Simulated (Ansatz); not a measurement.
# Rb: the cost of one run

Program: Ansatz 0.2.0. Level of theory: DFT LDA, scalar-relativistic, plane waves, PAW. These are calculated values, not measurements.

## 1. Starting point

Symmetry: I4/mmm, No. 139, tetragonal system. The conventional cell has a = 5.909 Å, b = 5.909 Å, c = 5.462 Å, α = 90.00°, β = 90.00°, γ = 90.00°.

Coordinates:

```cif
data_structure
_symmetry_space_group_name_H-M 'I4/mmm'
_symmetry_Int_Tables_number 139
_cell_length_a 5.9090
_cell_length_b 5.9090
_cell_length_c 5.4617
_cell_angle_alpha 90.000
_cell_angle_beta 90.000
_cell_angle_gamma 90.000
_cell_volume 190.70
loop_
_atom_site_label
_atom_site_type_symbol
_atom_site_symmetry_multiplicity
_atom_site_Wyckoff_symbol
_atom_site_fract_x
_atom_site_fract_y
_atom_site_fract_z
_atom_site_occupancy
Rb1 Rb 2 a 0.00000 0.00000 0.00000 1
```

The structure comes from the Materials Project (structure only).

## 2. Another functional, on a distorted cell: LDA

What differs from the listed cell: strain xx, yy, zz, yz, xz, xy = -0.8, -0.8, +8.2, +0.0, +0.0, +0.0 %.

input.yaml reads:

```yaml
crystal:
  lattice:
    - [-2.9323234774, 2.9323234774, 2.9561126157]
    - [2.9323234774, -2.9323234774, 2.9561126157]
    - [2.9323234774, 2.9323234774, -2.9561126157]
  atoms:
    - { symbol: Rb, position: [0.0, 0.0, 0.0] }
basis:
  ecutwfc: 420
kpoints:
  mp_grid: { grid: [10, 10, 10] }
hamiltonian:
  xc: lda
scf:
  occupations: { method: gaussian, width: 0.1 }
output:
  forces: true
  stress: true
  eigenvalues: true
  populations: true
```

Started as:

```console
> ansatz run input.yaml --threads 1 --pin off --max-ram 1331MiB --backend cpu --events-out ev --progress --plain --runs-dir out
```

**Question.** How long does this run take on 1 thread of an Arm CPU, shared host, and how much memory does it need?

About 7.1 s, with a peak of 0.35 GiB.
